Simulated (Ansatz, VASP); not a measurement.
## Pd: VASP beside Ansatz

The input INCAR:

```
  ALGO = Normal
  EDIFF = 1E-6
  ENCUT = 520
  GGA = PE
  ISIF = 2
  ISMEAR = -1
  LASPH = True
  LCHARG = True
  LELF = True
  LREAL = False
  LVHAR = True
  LWAVE = False
  NBANDS = 11
  NELM = 80
  PREC = Accurate
  SIGMA = 0.08
```

File KPOINTS:

```
k-points
0
Gamma
  19 19 19
```

Contents of POSCAR:

```
Pd
1.0
   -1.4261177557      1.4261177557      1.4261177557
    1.4261177557     -1.4261177557      1.4261177557
    1.4261177557      1.4261177557     -1.4261177557
Pd
1
Direct
    0.0000000000      0.0000000000      0.0000000000
```

Input for Ansatz:

```yaml
crystal:
  lattice:
    - [-1.4261177557, 1.4261177557, 1.4261177557]
    - [1.4261177557, -1.4261177557, 1.4261177557]
    - [1.4261177557, 1.4261177557, -1.4261177557]
  atoms:
    - { symbol: Pd, position: [0.0, 0.0, 0.0] }
kpoints:
  mp_grid: { grid: [19, 19, 19] }
scf:
  occupations: { method: fermi_dirac, width: 0.08 }
hamiltonian:
  xc: pbe
  pseudopotentials: { kind: all_electron, lapw: { basis_error: 0.001 } }
output:
  forces: true
  stress: true
  eigenvalues: true
  populations: true
```

Change from the starting cell: volume scaled by 0.75, LAPW.

Alike in both runs: task single point; functional PBE; k mesh 19 × 19 × 19; occupations fermi-dirac, width 0.08 eV; no spin polarisation.

|  | VASP | Ansatz |
| --- | --- | --- |
| version | VASP 6.6.1 | Ansatz 0.2.0 |
| potentials or method | VASP PAW PBE potentials, release 64 (Pd) | all-electron LAPW, scalar-relativistic |
| plane-wave cutoff (eV) | 520 | see its input |

```csv
,VASP,Ansatz,Ansatz less VASP
pressure (GPa),100.9,101.7,+0.74
```

Ansatz ran all-electron here, so the differences hold the error of VASP's frozen core and of both bases.

Caveats: the cell as given lies far from equilibrium; so large a pressure means that the cell lies far from this level's equilibrium, or that cutoff or potentials fall short (VASP).
